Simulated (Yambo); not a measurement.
KBr in Yambo: convergence with bands in self energy

Crystal: KBr.

```xyz
2
Lattice="0.0000 3.3000 3.3000 3.3000 0.0000 3.3000 3.3000 3.3000 0.0000" Properties=species:S:1:pos:R:3 pbc="T T T"
Br    3.3000    3.3000    3.3000
K     0.0000    0.0000    0.0000
```

* Program: Yambo 5.3.0
* Task: G0W0 quasiparticle levels
* Functional: LDA
* Potentials or basis: PseudoDojo 0.4.1 SR LDA standard
* Cutoff: 980 eV
* Density cutoff: 3918 eV
* k mesh: 6 × 6 × 6
* Occupations: fixed
* Spin: no spin polarisation
* k mesh of the self-consistent run: 8 × 8 × 8
* Form of the LDA: PW92
* Random integration of the Coulomb term: yes
* Direction of the field or of q to 0: x + y + z
* Broadening: 0.1 eV
* States corrected: Γ and the k points of the band edges
* Frequency dependence of W: plasmon pole
* Terminator of the band sum in the self-energy: none
* Quasiparticle equation: linearised (Newton)
* Imaginary frequency of the plasmon-pole fit: 27.2114 eV
* Bands in the response: 108
* Bands in the self-energy: 28
* Cutoff of the response matrix: 8 Ry
* Cutoff of exchange and Vxc: 72 Ry
* Bands corrected (first, last): [8, 9]

These are the settings of the first run; the series varies bands in self energy, with any setting tied to it.

```csv
bands in self energy,quasiparticle gap at the points computed (eV)
28,6.516
48,6.677
108,6.836
```

Not settled before the last step: the quasiparticle gap at the points computed (to 0.05 eV). The tightest run that finished is the yardstick and may itself not be fully converged.

Caveat, for the tightest run too: this version prints the column dSc/dw multiplied by 27.2.
